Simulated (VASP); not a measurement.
Write the native input for VASP 6.6.1 that does the following.

```
Task                   : single point
Functional             : r2SCAN
Potentials or basis    : VASP PAW PBE potentials, release 64 (Sr_sv, Ti_sv, O)
Cutoff                 : 520 eV
k mesh                 : 8 × 8 × 8
Occupations            : fermi-dirac, width 0.05 eV
Spin                   : no spin polarisation
Further INCAR settings : ALGO = Normal; EDIFF = 1e-06; NBANDS = 28
```

The structure of SrTiO3 lies in POSCAR:

```
SrTiO3
1.0
    3.9050000000      0.0000000000      0.0000000000
    0.0000000000      3.9050000000      0.0000000000
    0.0000000000      0.0000000000      3.9050000000
Sr Ti O
1 1 3
Direct
    0.0000000000      0.0000000000      0.0000000000
    0.5000000000      0.5000000000      0.5000000000
    0.0000000000      0.5000000000      0.5000000000
    0.5000000000      0.0000000000      0.5000000000
    0.5000000000      0.5000000000      0.0000000000
```

These files were run (other wordings do the same):

INCAR

```
SYSTEM = SrTiO3
ALGO = Normal
EDIFF = 1E-6
ENCUT = 520
ISIF = 2
ISMEAR = -1
LASPH = .True.
LCHARG = .False.
LMIXTAU = .True.
LREAL = .False.
LWAVE = .False.
METAGGA = R2SCAN
NBANDS = 28
NELM = 80
PREC = Accurate
SIGMA = 0.05
```

KPOINTS

```
k-points
0
Gamma
  8 8 8
  0 0 0
```

Potentials or basis: VASP PAW PBE potentials, release 64 (Sr_sv, Ti_sv, O).

Command:

```bash
$ cat potpaw_PBE.64/Sr_sv/POTCAR potpaw_PBE.64/Ti_sv/POTCAR potpaw_PBE.64/O/POTCAR > POTCAR
$ mpirun -np 1 vasp_std > vasp.out
```

It gave:

```
Pressure               : 1.2 GPa
Band gap on the k mesh : 2.28 eV, indirect (least direct gap 2.66 eV)
```

Caveat: the PAW data sets were made with another functional, which shifts forces and pressure a little.

Wall time 3.2 min on 1 thread of Intel(R) Xeon(R) Platinum 8488C (Sapphire Rapids), with other jobs on the host, peak memory 0.2 GiB.
